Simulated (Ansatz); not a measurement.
## Two inputs for TiO2

This input was run with Ansatz:

```yaml
crystal:
  lattice:
    - [4.8126997814, 0.0, 0.0]
    - [0.0, 4.87188446, 0.0]
    - [-0.8628854487, 0.0, 4.9665942755]
  atoms:
    - { symbol: Ti, position: [0.27743526, 0.44719164, 0.71314827], spin: 3.0 }
    - { symbol: Ti, position: [0.72256474, 0.94719164, 0.78685173], spin: 1.0 }
    - { symbol: Ti, position: [0.72256474, 0.55280836, 0.28685173], spin: 3.0 }
    - { symbol: Ti, position: [0.27743526, 0.05280836, 0.21314827], spin: 3.0 }
    - { symbol: O, position: [0.44536099, 0.74236826, 0.96677186], spin: 3.0 }
    - { symbol: O, position: [0.55463901, 0.24236826, 0.53322814], spin: 1.0 }
    - { symbol: O, position: [0.55463901, 0.25763174, 0.03322814], spin: 3.0 }
    - { symbol: O, position: [0.44536099, 0.75763174, 0.46677186], spin: 3.0 }
    - { symbol: O, position: [0.06383822, 0.32303448, 0.35155674], spin: 1.0 }
    - { symbol: O, position: [0.93616178, 0.82303448, 0.14844326], spin: 2.0 }
    - { symbol: O, position: [0.93616178, 0.67696552, 0.64844326], spin: 3.0 }
    - { symbol: O, position: [0.06383822, 0.17696552, 0.85155674], spin: 1.0 }
kpoints:
  mp_grid: { grid: [4, 4, 4], shift: [0.5, 0.5, 0.5] }
scf:
  occupations: { method: fermi_dirac, width: 0.02 }
hamiltonian:
  xc: pbe
  pseudopotentials: { kind: paw, frozen_core: stored }
output:
  forces: true
  stress: true
  populations: true
  efg: { quadrupole_moments_barn: { Ti: 0.247, O: -0.02558 } }
basis:
  ecutwfc: "14.7 Ry"
magnetization:
  spin_polarized: true
```

```sh
ansatz run input.yaml --threads 1 --pin off --max-ram 3072MiB --backend cpu --events-out ev --progress --plain --runs-dir out
```

It converged. Of its output the block on the nuclei alone is shown, without the SCF iterations, energies, forces and stress (one atom of each set):

```
--- PAW observables at the nuclei: V_zz in 10²¹ V/m², potentials from the cell's mean, atoms counted from 1 ---
  atom   1  Ti V_zz =    +2.246292   η = 0.2643   by run symmetry: allowed   C_q = +13.4158 MHz
            electrostatic potential = -2521.564723 V   contact ρ = 56791.715305 e/Å³   contact ρ_s (e/Å³): all electrons -0.000003, valence -0.000003
  atom   5  O  V_zz =    -0.990128   η = 0.5517   by run symmetry: allowed   C_q = +0.6124 MHz
            electrostatic potential = -618.504683 V   contact ρ = 2160.484208 e/Å³   contact ρ_s (e/Å³): all electrons +0.000001, valence +0.000001
  atom   9  O  V_zz =    +1.892959   η = 0.7274   by run symmetry: allowed   C_q = -1.1708 MHz
            electrostatic potential = -618.738543 V   contact ρ = 2160.781697 e/Å³   contact ρ_s (e/Å³): all electrons +0.000002, valence +0.000001
```

(1) Can these gradients be trusted, and how do they compare with a run on standard settings?

Answers

(1) Not as converged values. Against the standard input the change is `kpoints.mp_grid.shift`: not typed → [0.5, 0.5, 0.5]; `basis.ecutwfc`: not typed → 14.7 Ry; `magnetization`: not typed → {spin_polarized: true}. A site carries the number of its first atom; V_zz in 10²¹ V/m².

| site | atom | V_zz standard | η standard | V_zz here | η here |
| --- | --- | --- | --- | --- | --- |
| Ti | 1 | 2.51 | 0.35 | 2.25 | 0.26 |
| O5 | 5 | -1.37 | 0.50 | -0.99 | 0.55 |
| O9 | 9 | -2.50 | 0.96 | 1.89 | 0.73 |

The largest change of V_zz along a kept axis is on O5, from -1.37 to -0.99. The whole tensor moves most on Ti, by 1.16 along its most changed direction. In per cent, |V_zz| changes by -10 on Ti, -28 on O (all sites that start above 0.5, bar those whose gradient vanishes or changes sign or whose main axis turns by over 40°). On O9 the largest principal value lies along another axis in the second run, so the two V_zz can't be compared directly. At these positions the changed run has forces up to 1.9 eV/Å, so its atoms aren't at their own equilibrium. SCF iterations: 8 and 11. New warnings: cutoff below recommended, given moment on shells, seeded moment not kept. In the changed run the cutoff of 200 eV lies below the one recommended for these PAW files, so its values aren't converged ones.
